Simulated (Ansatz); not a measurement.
Method: DFT PBE+D3(BJ), scalar-relativistic, plane waves, PAW (Ansatz 0.2.0). The final run on the 4-atom cell used 420 eV, a Γ-centred 6×6×1 mesh, 0.02 eV smearing and no spin polarisation.

The zero of energy is the elements' standard structures at the same level; no fitted shifts are applied.

Question: Propose a candidate for a two-dimensional semiconductor with formula CdS, with a gap near 1.3 eV, a formation energy near −0.28 eV/atom and about 3.9 Å² per atom, in a cell of 4 atoms. Its symmetry should be p-3m1 (No. 72).

Answer: CdS, layer group p-3m1 (No. 72). Only a and b repeat, and vacuum parts the sheet from its images along c. Cd at height 0.04 Å has 3 S at 2.44 Å; S at height 0.00 Å has 3 Cd at 2.44 Å.

```yaml
crystal:
  periodic: [true, true, false]
  lattice:
    - [4.22607, 0.00000, 0.00000]
    - [-2.11303, 3.65988, 0.00000]
    - [0.00000, 0.00000, 32.12320]
  atoms:
    - { symbol: Cd, position: [0.33333, 0.66667, 0.24148] }
    - { symbol: Cd, position: [0.33333, 0.66667, 0.34999] }
    - { symbol: S, position: [0.00000, 0.00000, 0.24034] }
    - { symbol: S, position: [0.66667, 0.33333, 0.35113] }
```

| Quantity | Value |
| --- | --- |
| Area per atom | 3.87 Å² |
| Thickness between the outermost nuclei | 3.56 Å |
| Formation energy | −0.276 eV/atom |
| Gap on the 6×6×1 mesh of the 4-atom cell | 1.33 eV |

The structure comes from a generated guess, relaxed at this level; another structure or a mixture of phases may lie lower. Other answers may fit too; this one was computed.

Kohn–Sham gaps at this level usually fall short of measured ones. A structure relaxed within its symmetry needn't be a true minimum.
